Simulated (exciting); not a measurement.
CdSe, 2 atoms in the cell. It takes space group Fm-3m (No. 225, cubic). Conventional cell: a = 5.748 Å, b = 5.748 Å, c = 5.748 Å, α = 90.00°, β = 90.00°, γ = 90.00°. Cd (site symmetry m-3m) is surrounded by 6 Se at 2.87 Å. Se (site symmetry m-3m) has 6 Cd at 2.87 Å as nearest neighbours. Measurements of this composition are mostly on another form, of space group No. 186.

| Item | Value |
| --- | --- |
| Program | exciting (release sodium) |
| Task | single point |
| Functional | PBE |
| Potentials or basis | all-electron LAPW+lo, shipped species files, valence relativity iora* |
| rgkmax | 9 |
| k mesh | 8 × 8 × 8 |
| Occupations | gaussian, width 0.05 eV |
| Spin | no spin polarisation |
| outputlevel | high |
| gmaxvr (cutoff of density and potential) | 14 1/bohr |
| lmaxapw (and lmaxmat) | 10 |
| lmaxvr | 8 |
| nempty | 10 |
| Valence relativity | iora* |
| epsengy | 1e-05 Ha |
| epspot | 1e-05 Ha |
| maxscl | 60 |
| Muffin-tin radii | Cd 2.3, Se 2.0 bohr |

Potentials or basis: all-electron LAPW+lo, shipped species files, valence relativity iora*.

Command:

```console
$ OMP_NUM_THREADS=1 exciting_smp
```

Hardware: 1 thread of Arm Neoverse V1, on a shared host.

**Question.** How long does it take, and how much memory?

**Answer.** Run time: 2.9 min on 1 thread of Arm Neoverse V1 (shared host), peak memory 0.14 GiB. Counts: scf iterations 15, plane waves 531.
